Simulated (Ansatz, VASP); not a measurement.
GaP: VASP beside Ansatz

```
Ga P
1.0
     0.00000    2.72525    2.72525
     2.72525    0.00000    2.72525
     2.72525    2.72525    0.00000
Ga P
1 1
Direct
  0.00000 0.00000 0.00000
  0.75000 0.75000 0.75000
```

Alike in both runs: task single point; functional r2SCAN; k mesh 8 × 8 × 8; occupations fermi-dirac, width 0.05 eV; no spin polarisation.

|  | VASP | Ansatz |
| --- | --- | --- |
| version | VASP 6.6.1 | Ansatz 0.2.0 |
| potentials or method | VASP PAW PBE potentials, release 64 (Ga_d, P) | Ansatz PAW |
| plane-wave cutoff (eV) | 520 | 500 |
| valence electrons in the cell | 18 | 18 |

VASP gave:

- gap on the k mesh at the Fermi level (eV): 1.90
- least direct gap on the mesh (eV): 2.34
- pressure (GPa): 0.0

**Question.** Estimate Ansatz's values.

**Answer.** gap on the k mesh at the Fermi level (eV): 1.89; least direct gap on the mesh (eV): 2.37; pressure (GPa): 0.0.

Caveats: the PAW data sets were made with another functional, which shifts forces and pressure a little (VASP); the PAW data sets come from PBE, with cores solved anew for the run's functional, which leaves a small shift of forces and pressure (Ansatz). A k mesh can miss the band edges. r2SCAN opens gaps a little over a GGA but as a rule still falls short of measured ones.
